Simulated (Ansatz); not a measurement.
Input of an Ansatz 0.2.0 run:

The input input.yaml:

```yaml
crystal:
  lattice:
    - [-1.6, 1.6, 3.9305]
    - [1.6, -1.6, 3.9305]
    - [1.6, 1.6, -3.9305]
  atoms:
    - { symbol: Mo, position: [0.0, 0.0, 0.0] }
    - { symbol: Si, position: [0.667, 0.667, 0.0] }
    - { symbol: Si, position: [0.333, 0.333, 0.0] }
hamiltonian:
  xc: pbe
  pseudopotentials: { kind: paw }
kpoints:
  mp_grid: { grid: [12, 12, 12] }
scf:
  occupations: { method: gaussian, width: 0.021 }
output:
  forces: true
  stress: true
  eigenvalues: true
```

Potentials or basis: Ansatz PAW.

Launch:

```console
$ ansatz run input.yaml --threads 2 --pin off --max-ram 5632MiB --backend cpu --events-out ev --progress --plain --runs-dir out
```

Problem. Estimate the band gap on the k mesh.

Solution. None (metal or under the smearing width).

Problem. Predict the pressure.

Solution. 2.2 GPa.

Problem. Estimate the largest force.

Solution. 0.276 eV/Å.

Forces on the atoms (eV/Å):
```
Mo   0.000  0.000  0.000
Si   0.000  0.000 -0.276
Si   0.000  0.000  0.276
```
